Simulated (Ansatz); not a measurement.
# HgTe (I-4m2) in Ansatz: further runs

The runs below take HgTe through band structure, with PBEsol.

Everything below comes from runs of Ansatz 0.2.0. Logs are shortened: lines on timing, memory, paths and dates and some standing lists are left out, and cuts for length are marked.

## (1) Starting point

Symmetry: I-4m2, No. 119, tetragonal system. Conventional cell: a = 6.091 Å, b = 6.091 Å, c = 3.119 Å, α = 90.00°, β = 90.00°, γ = 90.00°. Hg (site symmetry -4m2) is surrounded by 2 Hg at 3.12 Å and 4 Te at 3.14 Å. Te (site symmetry -4m2) is surrounded by 2 Te at 3.12 Å and 4 Hg at 3.14 Å.

Measurements of this composition are mostly on another form, of space group No. 216.

## (2) Band structure, PBEsol

Input file input.yaml:

```yaml
crystal:
  lattice:
    - [-3.045603, 3.045603, 1.55941]
    - [3.045603, -3.045603, 1.55941]
    - [3.045603, 3.045603, -1.55941]
  atoms:
    - { symbol: Hg, position: [0.75, 0.25, 0.5] }
    - { symbol: Te, position: [0.0, 0.0, 0.0] }
kpoints:
  mp_grid: { grid: [8, 8, 8] }
  band_path:
    path:
      - [0.0, 0.0, 0.0]
      - [0.0, 0.0, 0.5]
      - [-0.5, 0.5, 0.5]
      - [0.0, 0.0, 0.0]
      - [0.3155411497, 0.3155411497, -0.3155411497]
      - [0.25, 0.25, 0.25]
      - [0.0, 0.5, 0.0]
      - [-0.3155411497, 0.6844588503, 0.3155411497]
    npoints: 12
scf:
  occupations: { method: fermi_dirac, width: 0.05 }
hamiltonian:
  xc: pbesol
  pseudopotentials: { kind: all_electron, lapw: { basis_error: 0.001 } }
output:
  forces: true
  stress: true
  eigenvalues: true
```

Potentials or basis: all-electron LAPW, scalar-relativistic.

Run with:

```sh
> ansatz run input.yaml --threads 1 --pin off --max-ram 3072MiB --backend cpu --events-out ev --progress --plain --runs-dir out
```

Log:

```text
Warning: RAYON_NUM_THREADS=1 ignored (pool sized by the plan → 1); use --threads N
LAPW: plane waves up to 7.375 Å⁻¹, error target 1.0e-3 eV per atom; small_component_spin mean_spin; Te in spheres of 1.559 Å, 24 of its electrons in bands, Dirac shells []; Hg in spheres of 1.559 Å, 34 of its electrons in bands, Dirac shells [] (how accurate: hamiltonian.pseudopotentials.lapw.basis_error, Limitations)
Engine: ansatz 0.2.0, x86_64-unknown-linux-gnu
Pseudopotentials: kind: all_electron
Pseudopotential: Hg, LAPW, valence charge 34, lapw/all_electron/scalar/gaussian/Hg, Koelling and Harmon's equation, gaussian nucleus
Pseudopotential: Te, LAPW, valence charge 24, lapw/all_electron/scalar/gaussian/Te, Koelling and Harmon's equation, gaussian nucleus
Functional definition: PBEsol
  exchange = pbesol_x
  correlation = pbesol_c
Crystal: 2 atoms, lattice volume = 57.858 Å³
Basis set: ecut = 207.23041385574297 eV, 395 PW (Γ), FFT grids on a1+a2, a2, a3, exchange–correlation at level 2
Bands: 35, of which v1, the nominal top of the filled ones, is band 29 counted from 1 (28 counted from 0)
Symmetry: 8 space group operations
Space group: I-4m2 (ITA 119), of the structure as read, at distance tolerance 3.9e-5 Å
k-points: 59 of 512 (time reversal used)
Non-local potential: Hg, projectors of the file, none
Non-local potential: Te, projectors of the file, none
Initial density: superposition of atomic densities (chi_scale 0.1, normalization cell, long waves kept (reshape's long-wave potential 0.00 eV rms))
Initial wavefunctions: plane waves of lowest kinetic energy (no species holds an atomic orbital)
Functional: x = pbesol(κ = 0.804, μ = 0.12345679012345678), c = pbesol(β = 0.046)
iter 1 solved again at ethr=3.89e-4 eV; its pass at ethr=1.00e-1 eV (dr2=2.26e-1 eV) is discarded
SCF iter   1: F=—  HF=-718490.554976 eV  |F-HF|=—  |Δ(HF+E_count)|=         —  Δρ=1.31e-2  dr2=2.26e-1  ethr=3.89e-4  ⟨swp⟩=2.8  Hψ=12828  notcnv=0
preconditioner: auto → Kerker (q_TF=auto, 2.729 Å⁻¹)  [metal: Δε(μ)=0.148 eV  Ē_g=11.407 eV  σ=0.050 eV  W_gap=0.48  n_scr=16 (ndim 8)  ℏωp=20.7 eV  f_vac=0.096  D(μ)=0.66/eV (n_scr^D=0)]
SCF iter   2: F=—  HF=-718490.428394 eV  |F-HF|=—  |Δ(HF+E_count)|=   1.27e-1  Δρ=6.49e-3  dr2=5.44e-2  ethr=3.89e-4  ⟨swp⟩=2.1  Hψ=6306  notcnv=0
SCF iter   3: F=—  HF=-718490.419976 eV  |F-HF|=—  |Δ(HF+E_count)|=   8.42e-3  Δρ=5.13e-3  dr2=4.03e-2  ethr=9.38e-5  ⟨swp⟩=2.0  Hψ=5975  notcnv=0
SCF iter   4: F=—  HF=-718490.411104 eV  |F-HF|=—  |Δ(HF+E_count)|=         —  Δρ=2.29e-3  dr2=9.64e-3  ethr=6.94e-5  ⟨swp⟩=2.0  Hψ=6067  notcnv=0  defer=1
the basis was enlarged: its passes take 41.4 KiB over the memory plan, 1 of 1 planned eigensolver slots
iter 5 solved again at ethr=1.43e-6 eV; its pass at ethr=1.66e-5 eV (dr2=8.31e-4 eV) is discarded
SCF iter   5: F=—  HF=-718490.410303 eV  |F-HF|=—  |Δ(HF+E_count)|=   8.01e-4  Δρ=7.28e-4  dr2=8.30e-4  ethr=1.43e-6  ⟨swp⟩=2.0  Hψ=10245  notcnv=0
SCF iter   6: F=—  HF=-718490.410143 eV  |F-HF|=—  |Δ(HF+E_count)|=   1.60e-4  Δρ=3.80e-4  dr2=1.30e-4  ethr=1.43e-6  ⟨swp⟩=2.0  Hψ=5975  notcnv=0
SCF iter   7: F=—  HF=-718490.410140 eV  |F-HF|=—  |Δ(HF+E_count)|=   3.79e-6  Δρ=8.89e-5  dr2=6.28e-6  ethr=2.24e-7  ⟨swp⟩=2.0  Hψ=5975  notcnv=0
SCF iter   8: F=—  HF=-718490.410140 eV  |F-HF|=—  |Δ(HF+E_count)|=   8.50e-7  Δρ=2.44e-5  dr2=4.24e-7  ethr=1.08e-8  ⟨swp⟩=2.0  Hψ=5975  notcnv=0
SCF iter   9: F=—  HF=-718490.410140 eV  |F-HF|=—  |Δ(HF+E_count)|=   6.87e-7  Δρ=1.84e-5  dr2=2.53e-7  ethr=7.30e-10  ⟨swp⟩=2.0  Hψ=5975  notcnv=0
SCF iter  10: F=-718490.410140 eV  HF=-718490.410140 eV  |F-HF|=6.64e-9  |Δ(HF+E_count)|=   4.21e-8  Δρ=5.50e-6  dr2=2.43e-8  ethr=4.37e-10  ⟨swp⟩=2.0  Hψ=5976  notcnv=0
SCF 1 converged in 10 iterations: F = -718490.410140 eV  dr2 = 2.43e-8
NSCF: frozen V_eff on 85 k-points
SCF converged after 10 iterations
Free energy (F): -718490.410140 eV
Harris-Foulkes:  -718490.410140 eV  (|F-HF|=6.64e-9)
Internal energy: -718490.405271 eV  (E = F + TS)
E sigma→0 (E₀):  -718490.407705 eV
Entropy (-TS):   -0.004869 eV (-2.434 meV/atom)
Fermi energy:    13.347059 eV
--- Per-component energies (eV) ---
  E_band       = -2582.390735
  E_kinetic    = 805658.663923
  E_xc         = -14699.534230
  E_electrostatic = -1509449.534964  (all electrons and nuclei)
  E_smearing   = -0.004869  (= −TS)
  E_closure    = 0.000000  (closes the sum)
  E_atoms      = -718486.292521  (free atoms, spherical and without spin; not in F)
  Σ components = -718490.410140   (vs F -718490.410140, Δ=0.00e0)
  Basis errors (estimates in eV, not in F): energy 2.5e-4 per atom: plane waves 2.3e-4 (1.2e-4 summed), levels above the bands 1.3e-75, relativity 2.0e-8, radial functions 2.0e-5, core shells 2.6e-7; eigenvalues (radial functions only) 5.0e-6; not estimated: angular momenta, meshes, grids; target (lapw.basis_error) 1.0e-3; muffin-tin radii Te 1.559 Å, Hg 1.559 Å
--- Forces (eV/Å), atoms counted from 1 ---
  atom   1  Hg     0.00000000     0.00000000    -0.00000000
  atom   2  Te    -0.00000000     0.00000000    -0.00000000
  max |Σ_I F_I| component: 2.17e-18 eV/Å
--- Stress (GPa, compression-positive) ---
       -4.017378       0.000000       0.000000
        0.000000      -4.017378       0.000000
        0.000000       0.000000      -3.069103
  P = ⅓ Tr σ = -3.7013 GPa (-37.013 kbar)
--- Band table (eV; the first three rows and the last of 59) ---
  k-point 0: bands = ["-146.0986", "-101.3428", "-96.2451", "-96.1765", "-96.1765", "-79.3344", "-79.3311", "-79.3311", "-79.3237", "-79.3220", "-79.3150", "-79.3150", "-49.7408", "-49.7290", "-49.7290", "-23.7067", "-23.6361", "-23.6361", "-23.5893", "-23.5879", "0.8252", "5.9502", "6.6471", "6.7265", "7.1661", "7.1661", "9.8436", "10.8642", "10.8642", "16.7415", "17.8919", "20.1647", "20.1647", "22.5473", "23.5793"]
  k-point 1: bands = ["-146.0986", "-101.3428", "-96.2451", "-96.1765", "-96.1765", "-79.3344", "-79.3311", "-79.3311", "-79.3237", "-79.3220", "-79.3150", "-79.3150", "-49.7408", "-49.7290", "-49.7290", "-23.7067", "-23.6361", "-23.6361", "-23.5892", "-23.5879", "0.8893", "5.9465", "6.6506", "6.6718", "7.1646", "7.1758", "8.9623", "11.0475", "11.7726", "16.6928", "17.9594", "19.3801", "19.7068", "22.5123", "24.4803"]
  k-point 2: bands = ["-146.0986", "-101.3428", "-96.2451", "-96.1765", "-96.1765", "-79.3344", "-79.3311", "-79.3311", "-79.3237", "-79.3220", "-79.3150", "-79.3150", "-49.7408", "-49.7290", "-49.7290", "-23.7067", "-23.6362", "-23.6360", "-23.5890", "-23.5879", "1.0567", "5.9339", "6.5529", "6.6183", "7.1622", "7.1956", "7.9528", "11.5296", "12.9238", "16.5694", "17.3195", "18.0588", "20.0740", "22.4195", "24.2639"]
  k-point 58: bands = ["-146.0986", "-101.3428", "-96.2451", "-96.1765", "-96.1765", "-79.3344", "-79.3311", "-79.3311", "-79.3237", "-79.3220", "-79.3150", "-79.3150", "-49.7408", "-49.7291", "-49.7291", "-23.7066", "-23.6359", "-23.6359", "-23.5884", "-23.5881", "1.4364", "5.9108", "6.9450", "7.1962", "7.1962", "7.2122", "8.9340", "8.9741", "8.9741", "16.4112", "20.6474", "21.2675", "21.2675", "25.4819", "26.5866"]
```

bands.tsv:

```text
# k_distance	band_0	band_1	band_2	band_3	band_4	band_5	band_6	band_7	band_8	band_9	band_10	band_11	band_12	band_13	band_14	band_15	band_16	band_17	band_18	band_19	band_20	band_21	band_22	band_23	band_24	band_25	band_26	band_27	band_28	band_29	band_30	band_31	band_32	band_33	band_34
[... 97 lines left out ...]
5.632604	-159.445584	-114.689269	-109.593255	-109.523466	-109.523466	-92.681561	-92.678181	-92.678181	-92.670733	-92.669096	-92.662091	-92.662091	-63.111909	-63.074298	-63.074298	-37.001380	-37.001380	-36.986201	-36.933926	-36.933651	-10.447418	-6.878332	-6.878332	-6.515648	-6.388375	-6.022206	-3.785603	-2.219629	-2.219629	-2.125811	3.954817	5.597531	5.597531	9.292264	11.792480
```

Wall time 83 s (1 thread of Intel Xeon at 2.50GHz (Skylake/Cascade Lake), shared host); peak memory 0.4 GiB.

Results:

```yaml
Free_energy: -718490.4101 eV
Pressure: -3.7 GPa
Band_gap_along_the_path: none (metal or under the smearing width)
```

Levels at the corners of the path, in eV from the Fermi level:
```
point  band 26  band 27  band 28  band 29  band 30  band 31  band 32  band 33
    Γ    -6.18    -3.50    -2.48    -2.48     3.39     4.54     6.82     6.82
    X    -6.13    -6.08    -0.93     1.44     1.87     2.80     3.36     8.90
    M    -6.13    -4.41    -4.37    -4.37     3.06     7.30     7.92     7.92
    Γ    -6.18    -3.50    -2.48    -2.48     3.39     4.54     6.82     6.82
    Z    -6.02    -3.79    -2.22    -2.22    -2.13     3.95     5.60     5.60
    P    -6.25    -4.61    -2.83    -1.83     2.17     3.07     5.32     5.88
    N    -6.19    -4.58    -1.97    -1.14    -0.19     3.15     3.73     5.83
   Z1    -6.02    -3.79    -2.22    -2.22    -2.13     3.95     5.60     5.60
```

Caveat: the k mesh is thin for a metal, which can move the energy by tens of meV per atom; spin-orbit coupling is left out, which moves the levels of the heavy elements.

## (3) Band structure, PBEsol, spin-orbit coupling, no magnetisation

input.yaml, as its differences from that of step 2:

```diff
@@ -26,2 +26,5 @@
   pseudopotentials: { kind: all_electron, lapw: { basis_error: 0.001 } }
+magnetization:
+  noncollinear: true
+  spin_orbit: true
 output:
```

Potentials or basis: all-electron LAPW, relativistic spinors.

Run with:

```sh
> ansatz run input.yaml --threads 1 --pin off --max-ram 3072MiB --backend cpu --events-out ev --progress --plain --runs-dir out
```

Wall time 6.9 min (1 thread of Intel Xeon at 2.50GHz (Skylake/Cascade Lake), shared host); peak memory 0.76 GiB.

The run converged. Its results:

* Free energy: -719628.1005 eV
* Pressure: -4.0 GPa
* Band gap along the path: none (metal or under the smearing width)

Stress tensor (GPa, compression positive):
```
-4.35  0.00  0.00
 0.00 -4.35  0.00
 0.00  0.00 -3.22
```

Levels at the corners of the path, in eV from the Fermi level:
```csv
point,band 54,band 55,band 56,band 57,band 58,band 59,band 60,band 61,band 62,band 63
Γ,-3.45,-2.83,-2.83,-2.19,-2.19,3.36,3.36,4.57,4.57,6.07
X,-5.40,-0.97,-0.97,1.43,1.43,1.73,1.73,2.84,2.84,3.37
M,-4.49,-4.33,-4.33,-4.32,-4.32,3.02,3.02,7.11,7.11,7.91
Γ,-3.45,-2.83,-2.83,-2.19,-2.19,3.36,3.36,4.57,4.57,6.07
Z,-3.77,-2.32,-2.32,-2.25,-2.25,-1.98,-1.98,3.80,3.80,5.56
P,-4.59,-2.87,-2.68,-1.96,-1.76,1.96,2.40,2.80,3.10,4.91
N,-4.48,-2.01,-2.01,-1.12,-1.12,-0.21,-0.21,3.02,3.02,3.77
Z1,-3.77,-2.32,-2.32,-2.25,-2.25,-1.98,-1.98,3.80,3.80,5.56
```

Caveat: the k mesh is thin for a metal, which can move the energy by tens of meV per atom.
